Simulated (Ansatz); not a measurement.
Crystal: TaS2.

```xyz
3
Lattice="3.3500 0.0000 0.0000 -1.6750 2.9012 0.0000 0.0000 0.0000 5.8600" Properties=species:S:1:pos:R:3 pbc="T T T"
Ta    0.0000    0.0000    0.0000
S     1.6750    0.9671    4.3950
S     0.0000    1.9341    1.4650
```

Program: Ansatz 0.2.0. Alike in all runs: potentials or basis Ansatz PAW; cell as given; cutoff (eV) 420.

Order these runs on this cell by their pressure, lowest first.
A. level RPBE+D3(BJ); spin SOC, no magnetisation; k mesh 7 × 7 × 4; smearing fermi-dirac 0.02 eV; points for each segment of the path 14
B. level LDA; spin off; k mesh 9 × 9 × 5; smearing gaussian 0.05 eV
C. level revPBE; spin off; k mesh 9 × 9 × 5; smearing fermi-dirac 0.05 eV; points for each segment of the path 14
D. level BLYP; spin off; k mesh 9 × 9 × 5; smearing fermi-dirac 0.05 eV; points for each segment of the path 14
E. level PBEsol; spin off; k mesh 9 × 9 × 5; smearing gaussian 0.05 eV

A (-6.8 GPa), B (1.4 GPa), E (4.4 GPa), C (11.2 GPa), D (15.3 GPa).

Caveats: the PAW data sets come from PBE, with cores solved anew for the run's functional, which leaves a small shift of forces and pressure; this functional lacks dispersion, which binds the layers, so the pressure and a relaxed spacing across them are unreliable (some runs); so large a pressure means that the cell lies far from this level's equilibrium, or that cutoff or potentials fall short (some runs).
